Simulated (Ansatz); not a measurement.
BaSnO$_{3}$ (cubic perovskite)

Space group Pm-3m (No. 221); a = b = c = 4.176 Å, α = β = γ = 90.00°

```tsv
atom	site	symmetry	x	y	z
Ba	1a	m-3m	0.0000	0.0000	0.0000
Sn	1b	m-3m	0.5000	0.5000	0.5000
O	3c	4/mm.m	0.0000	0.5000	0.5000
```

Grid over V/V₀ and (c/a)/(c/a)₀, subscript 0 meaning the relaxed cell; the conventional c axis lies along z; no internal relaxation.

These are PBE (plane waves to 420 eV, PAW, scalar-relativistic; Ansatz, a quantum-chemistry and plane-wave program) values and carry that method's errors. k mesh 8×8×8 (Γ-centred), Fermi-Dirac smearing 0.05 eV. Compression counts positive. BaSnO3 was relaxed with its symmetry unable to fall.

Changes of σzz (GPa) from the point V/V₀ = 1.000, (c/a)/(c/a)₀ = 1.000 when one coordinate moves alone (two changes are said to add if the coupling is within 5 % of the smaller one, nearly so within 20 %):

```tsv
point	change
V/V₀ = 1.000, (c/a)/(c/a)₀ = 0.920	12.44
V/V₀ = 1.000, (c/a)/(c/a)₀ = 0.960	5.36
V/V₀ = 0.960, (c/a)/(c/a)₀ = 1.000	6.05
V/V₀ = 0.980, (c/a)/(c/a)₀ = 1.000	2.84
V/V₀ = 1.020, (c/a)/(c/a)₀ = 1.000	-2.50
V/V₀ = 1.040, (c/a)/(c/a)₀ = 1.000	-4.67
V/V₀ = 1.000, (c/a)/(c/a)₀ = 1.040	-4.01
V/V₀ = 1.000, (c/a)/(c/a)₀ = 1.080	-6.98
```

Q: Do the two effects add at V/V₀ = 0.980, (c/a)/(c/a)₀ = 1.040? Give the computed change.

A: The sum of the single changes is 2.84 + (-4.01) = -1.17; the calculation gives -1.56, so the coupling contributes -0.39 (under 20 % of the smaller single change, nearly additive).

Q: What is the change at V/V₀ = 0.960, (c/a)/(c/a)₀ = 1.080, where both move, and how far is it from the sum?

A: The sum of the single changes is 6.05 + (-6.98) = -0.93; the calculation gives -2.43, so the coupling contributes -1.50 (over 20 % of the smaller single change, not additive).

Q: Do the two effects add at V/V₀ = 1.020, (c/a)/(c/a)₀ = 1.080? Give the computed change.

A: The sum of the single changes is -2.50 + (-6.98) = -9.48; the calculation gives -8.84, so the coupling contributes 0.64 (over 20 % of the smaller single change, not additive).

(A scan under strain: stresses follow from slopes of the energy per volume, elastic moduli from its curvatures.)
